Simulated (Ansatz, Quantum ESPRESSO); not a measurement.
# Si (001), diamond: a film clamped to its substrate

A thin film takes the in-plane lattice of its substrate and is free along the normal. How do the free axis and the stress follow the misfit? The strained cell has c along the film normal; unstrained it is a = 3.8404 Å, b = 3.8404 Å, c = 5.4311 Å, α = 90.00°, β = 90.00°, γ = 90.00°, with 4 atoms.

Calculated with Quantum ESPRESSO 7.5, PBEsol, PseudoDojo 0.4.1 norm-conserving potentials, cutoff 1170 eV, Fermi–Dirac smearing 0.02 eV, k-mesh 7×7×5, no spin polarisation, no spin-orbit coupling.

Relaxed positions at 0 %:

```
atom       x       y       z
  Si  0.0000  0.0000  0.5000
  Si  0.5000  0.0000  0.7500
  Si  0.5000  0.5000  0.0000
  Si  0.0000  0.5000  0.2500
```

```csv
ε∥ (%),a (Å),c (Å),ε⊥ (%),"σ (GPa, tension positive)"
−3,3.7252,5.5565,2.309,−5.64
−1,3.8020,5.4714,0.741,−1.83
0,3.8404,5.4285,−0.048,−0.08
1,3.8788,5.3853,−0.843,1.56
2,3.9172,5.3413,−1.653,3.11
3,3.9556,5.2900,−2.599,4.45
```

**Question.** Fit both responses and give the free strain and the stress at −2 %, a row left out above.

Least squares with y = y0 + y1 ε + y2 ε² (ε in %) gives ε⊥ = −0.033 + (−0.8107) ε + (−0.0113) ε² and σ = −0.07 + (1.687) ε + (−0.057) ε² GPa. The linear terms put the ratio of free to applied strain at −0.811 and the biaxial modulus at 169 GPa.

At −2 % the free strain comes out as 1.543 %. The run itself gives 1.524 %, so the estimate misses by 0.019 %; the fitted rows themselves lie up to 0.047 % off the law.

The stress comes out as −3.67 GPa. The run itself gives −3.69 GPa, so the estimate misses by 0.02 GPa; the fitted rows themselves lie up to 0.04 GPa off the law.

For a cubic crystal strained in (001), ε⊥/ε∥ = −R with R = 2C12/C11, the modulus is C11 + C12 − 2C12²/C11 = C11(1 + R/2 − R²/2), so C11 = 157 GPa and C12 = 63 GPa. Measured: C11 = 165.7 and C12 = 63.9 GPa (arxiv:1007.2730), a ratio of 0.771.

The negative ε² term means that the crystal stiffens in compression and softens in tension.

The same fit over all rows at other levels or in other programs gives the strain ratio = −0.814 with PBEsol (Quantum ESPRESSO, GBRV), −0.819 with LDA (Quantum ESPRESSO, GBRV) and −0.815 with PBEsol (Ansatz).

[Logs are printed without paths, hosts, clocks, repeated set-up lines and the standing remarks that a program may print on its own settings, such as how far it seeks lower states.]
